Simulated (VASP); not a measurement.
# Sc (P-1) in VASP: notebook, part 2 of 2

VASP 6.6.1. The steps go on from the part before.

**6. Single point, PBEsol**

File INCAR:

```
SYSTEM = Sc
  PREC = Accurate
  ENCUT = 400
  EDIFF = 1E-6
  ISMEAR = 1
  SIGMA = 0.2
  LREAL = .FALSE.
  LASPH = .TRUE.
  NELM = 100
  ALGO = Normal
  ISIF = 2
  LWAVE = .FALSE.
  LCHARG = .FALSE.
  GGA = PS
  ADDGRID = .FALSE.
```

File KPOINTS:

```
regular mesh
0
G
  9 9 9
  0 0 0
```

File POSCAR:

```
Sc
1.0
    3.2019616822      0.0000000000      0.0000000000
    1.5021078373      2.8441406042      0.0000000000
    1.5489936237      0.9264468030      2.6741812389
Sc
1
Direct
    0.0000000000      0.0000000000      0.0000000000
```

Potentials or basis: VASP PAW PBE potentials, release 64 (Sc_sv).

The run is started by

```sh
> cat potpaw_PBE.64/Sc_sv/POTCAR > POTCAR
> mpirun -np 1 vasp_std > vasp.out
```

OUTCAR:

```text
SYSTEM = Sc
   PREC = Accurate
   ENCUT = 400
   EDIFF = 1E-6
   ISMEAR = 1
   LREAL = .FALSE.
   LASPH = .TRUE.
   NELM = 100
   ISIF = 2
   GGA = PS

 Found    365 irreducible k-points:

 Following reciprocal coordinates:
            Coordinates               Weight
  0.000000  0.000000  0.000000      1.000000
  0.111111  0.000000  0.000000      2.000000
  0.222222  0.000000  0.000000      2.000000
  0.333333  0.000000  0.000000      2.000000
  0.444444  0.000000  0.000000      2.000000
  0.000000  0.111111 -0.000000      2.000000
   k-points           NKPTS =    365   k-points in BZ     NKDIM =    365   number of bands    NBANDS=      9
   number of dos      NEDOS =    301   number of ions     NIONS =      1
   total plane-waves  NPLWV =  13824
   dimension x,y,z NGX =    24 NGY =   24 NGZ =   24
   dimension x,y,z NGXF=    48 NGYF=   48 NGZF=   48
   ions per type =               1
   NGX,Y,Z   is equivalent  to a cutoff of  12.46, 12.40, 12.37 a.u.
   NGXF,Y,Z  is equivalent  to a cutoff of  24.92, 24.81, 24.73 a.u.
 SYSTEM =  Sc
   PREC   = accura    normal or accurate (medium, high low for compatibility)
   ISTART =      0    job   : 0-new  1-cont  2-samecut
   ICHARG =      2    charge: 1-file 2-atom 10-const
   ISPIN  =      1    spin polarized calculation?
   LNONCOLLINEAR =      F non collinear calculations
   LSORBIT =      F    spin-orbit coupling
   LASPH  =      T    aspherical Exc in radial PAW
   ENCUT  =  400.0 eV  29.40 Ry    5.42 a.u.   5.22  5.25  5.26*2*pi/ulx,y,z
   NELM   =    100;   NELMIN=  2; NELMDL= -5     # of ELM steps
   EDIFF  = 0.1E-05   stopping-criterion for ELM
   LREAL  =      F    real-space projection
   EDIFFG = 0.1E-04   stopping-criterion for IOM
   NSW    =      0    number of steps for IOM
   IBRION =     -1    ionic relax: 0-MD 1-quasi-New 2-CG
   NFREE  =      0    steps in history (QN), initial steepest desc. (CG)
   ISIF   =      2    stress and relaxation
   ISYM   =      2    0-nonsym 1-usesym 2-fastsym
   POTIM  = 0.5000    time-step for ionic-motion
   TEBEG  =    0.0;   TEEND  =   0.0 temperature during run
   PSTRESS=    0.0 pullay stress
   NELECT =      11.0000    total number of electrons
   NUPDOWN=      -1.0000    fix difference up-down
   EMIN   =  10.00;   EMAX   =-10.00  energy-range for DOS
   EFERMI =   0.00;   METHOD = LEGACY
   ISMEAR =     1;   SIGMA  =   0.20  broadening in eV -4-tet -1-fermi 0-gaus
   EFERMI_NEDOS =   21; number of points for ismear=-14 and -15
   IALGO  =     38    algorithm
   IMIX   =      4    mixing-type and parameters
     AMIX     =   0.40;   BMIX     =  1.00
     AMIX_MAG =   1.60;   BMIX_MAG =  1.00
  volume/ion in A,a.u.               =      24.35       164.34
  Fermi-wavevector in a.u.,A,eV,Ry     =   1.256087  2.373660 21.466653  1.577755
  Thomas-Fermi vector in A             =   2.389812
   LORBIT       =      0    0 simple, 1 ext, 2 COOP (PROOUT), +10 PAW based schemes
   GGA     = PS    functional components
   LHFCALC =     F    Hartree Fock is set to
   AEXX    =    0.0000 exact exchange contribution
   IVDW    =     0    specifies the selected vdW correction
   LEPSILON=     F    determine dielectric tensor
   LRPA    =     F    only Hartree local field effects (RPA)
 non-spin polarized calculation
 Methfessel and Paxton  Order N= 1 SIGMA  =   0.20
  energy-cutoff  :      400.00
  volume of cell :       24.35
 maximum number of plane-waves:       454
 NGX is ok and might be reduce to    24
   NGX = 11   NGY = 11   NGZ = 11

 number of electron      11.0000001 magnetization

 Free energy of the ion-electron system (eV)
  ---------------------------------------------------
  ext. energy  EPLUGINS =         0.00000000
  ---------------------------------------------------
  free energy    TOTEN  =        -6.55335803 eV

  energy without entropy =       -6.55533328  energy(sigma->0) =       -6.55401644

 E-fermi :   3.7097     XC(G=0): -10.0373

 val. band max:        3.7093061252   @ k =  -0.3333  -0.4444   0.4444
 cond. band min:       3.7132689319   @ k =  -0.3333   0.4444   0.2222
 fundamental gap:      0.0039628066
 Fermi energy:         3.7097455440

 k-point     1 :       0.0000    0.0000    0.0000
  band No.  band energies     occupation
      1     -45.4934      2.00000
      2     -23.9965      2.00000
      3     -23.9941      2.00000
      4     -23.9782      2.00000
      5      -1.5157      2.00000
      6       5.1344     -0.00000
      7       5.2148     -0.00000
      8       5.5079     -0.00000
      9       6.6526     -0.00000
[... 49 lines left out ...]
 k-point     6 :       0.0000    0.1111   -0.0000
  band No.  band energies     occupation
      1     -45.4865      2.00000
      2     -24.0436      2.00000
      3     -23.9990      2.00000
      4     -23.9864      2.00000
      5      -1.2097      2.00000
      6       4.9602     -0.00000
      7       5.2943     -0.00000
      8       5.5789     -0.00000
      9       6.6057     -0.00000

 [... further k-points ...]

------------------------ aborting loop because EDIFF is reached ----------------------------------------

  FORCE on cell =-STRESS in cart. coord.  units (eV):
  Direction    XX          YY          ZZ          XY          YZ          ZX
  --------------------------------------------------------------------------------------
  -------------------------------------------------------------------------------------
  Total       -0.1124384     -0.3353060     -0.3342446      0.1573110      0.0602524      0.0721421
  in kB       -7.3971991    -22.0594067    -21.9895824     10.3493189      3.9639391      4.7461483
  external PRESSURE =     -17.1487294 kB  Pullay stress =       0.0000000 kB

 VOLUME and BASIS-vectors are now :
 -----------------------------------------------------------------------------
  energy-cutoff  :      400.00
  volume of cell :       24.35
      direct lattice vectors                 reciprocal lattice vectors
     3.201961682  0.000000000  0.000000000     0.312308547 -0.164943011 -0.123758636
     1.502107837  2.844140604  0.000000000     0.000000000  0.351600058 -0.121808778
     1.548993624  0.926446803  2.674181239     0.000000000  0.000000000  0.373946233

 POSITION                                       TOTAL-FORCE (eV/Angst)
 -----------------------------------------------------------------------------------
      0.00000      0.00000      0.00000         0.000000     -0.000000      0.000000
 -----------------------------------------------------------------------------------
    total drift:                                0.000000     -0.000000     -0.000000

  FREE ENERGIE OF THE ION-ELECTRON SYSTEM (eV)
  ---------------------------------------------------
  free  energy   TOTEN  =        -6.5533580267 eV

  energy  without entropy=       -6.5553332761  energy(sigma->0) =       -6.55401644
```

OSZICAR:

```text
N       E                     dE             d eps       ncg     rms          rms(c)
DAV:   1     0.607522356704E+02    0.60752E+02   -0.47550E+03  6610   0.988E+02
DAV:   2    -0.592315606212E+01   -0.66675E+02   -0.66122E+02  6730   0.317E+02
DAV:   3    -0.730176663849E+01   -0.13786E+01   -0.13387E+01  9930   0.529E+01
DAV:   4    -0.732033337248E+01   -0.18567E-01   -0.18388E-01  9813   0.468E+00
DAV:   5    -0.732045949129E+01   -0.12612E-03   -0.12593E-03 10422   0.307E-01    0.562E+00
DAV:   6    -0.664613391793E+01    0.67433E+00   -0.15445E+00  9998   0.189E+01    0.165E+00
DAV:   7    -0.655919826407E+01    0.86936E-01   -0.37120E-01 10090   0.820E+00    0.602E-01
DAV:   8    -0.655448905117E+01    0.47092E-02   -0.23502E-02  9842   0.268E+00    0.213E-01
DAV:   9    -0.655337096096E+01    0.11181E-02   -0.66039E-03 10092   0.111E+00    0.327E-02
DAV:  10    -0.655335849241E+01    0.12469E-04   -0.11653E-04 10439   0.138E-01    0.364E-03
DAV:  11    -0.655335802667E+01    0.46574E-06   -0.10186E-06  6038   0.171E-02
   1 F= -.65533580E+01 E0= -.65540164E+01  d E =0.197525E-02
```

stdout:

```text
POSCAR found type information on POSCAR Sc
 POSCAR found :  1 types and       1 ions
 scaLAPACK will be used
 -----------------------------------------------------------------------------
|                                                                             |
|                                                                             |
|     You enforced a specific xc type in the INCAR file but a different       |
|     I HOPE YOU KNOW WHAT YOU ARE DOING!                                     |
|                                                                             |
 -----------------------------------------------------------------------------

 LDA part: xc-table for (Slater+PW92), standard interpolation
 POSCAR, INCAR and KPOINTS ok, starting setup
 FFT: planning ... GRIDC
 FFT: planning ... GRID_SOFT
 FFT: planning ... GRID
 WAVECAR not read
 entering main loop
```

Wall time 19 s (1 thread of Intel Xeon 6975P-C (Granite Rapids), shared host); peak memory 0.18 GiB.

These settings aren't checked as converged: the numbers below hold their error.

What came out:

```
Free energy            : -6.5534 eV
Pressure               : -1.7 GPa
Band gap on the k mesh : none (metal or under the smearing width)
```

Caveat: the PAW data sets were made with another functional, which shifts forces and pressure a little.
